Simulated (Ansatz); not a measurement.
Take GeO$_{2}$ in the rutile structure (space group P4_2/mnm, No. 136; a = 4.4875 Å, c = 2.9050 Å) as the base.

(Cell as relaxed with PBE.)

Levels (all Ansatz, a first-principles code, PAW): PBE (420 eV, scalar-relativistic without spin-orbit coupling); r2SCAN (500 eV, no spin-orbit coupling).

Each level relaxes its own structure.

```tsv
base	PBE	r2SCAN
volume per atom	9.75 Å³	9.31 Å³
lattice parameter a	448.8 pm	441.1 pm
band gap	1.23 eV	2.51 eV
```

Perturbation: a hydrostatic pressure of 30 GPa.

| quantity | PBE | r2SCAN |
|---|---|---|
| lattice parameter a | 428.7 pm | [?] |
| gap character | direct at Γ | [?] |
| shift of the gap caused by the change | +1.40 eV | [?] |
| band gap | 2.63 eV | [?] |
| valence-band top at Γ (three highest levels, from the VBM) | 0.00, -0.86, -0.86 eV | [?] |

Task: What does r2SCAN give?

Result: 
- lattice parameter a, r2SCAN: 424.7 pm
- gap character, r2SCAN: direct at Γ
- shift of the gap caused by the change, r2SCAN: +1.36 eV
- band gap, r2SCAN: 3.87 eV
- valence-band top at Γ (three highest levels, from the VBM), r2SCAN: 0.00, -0.89, -0.89 eV

PBE's lattice parameter a lies 4.0 pm above r2SCAN's (0.9 %); PBE's shift of the gap caused by the change lies 0.04 eV above r2SCAN's; PBE's band gap lies 1.247 eV below r2SCAN's; the two agree on the gap character. Neither level is exact; r2SCAN is the comparison here, not a measurement.

Load acts through the strain it causes; cell and atoms are relaxed under it. Stability against distortions was not tested. No other phases were tried under pressure.
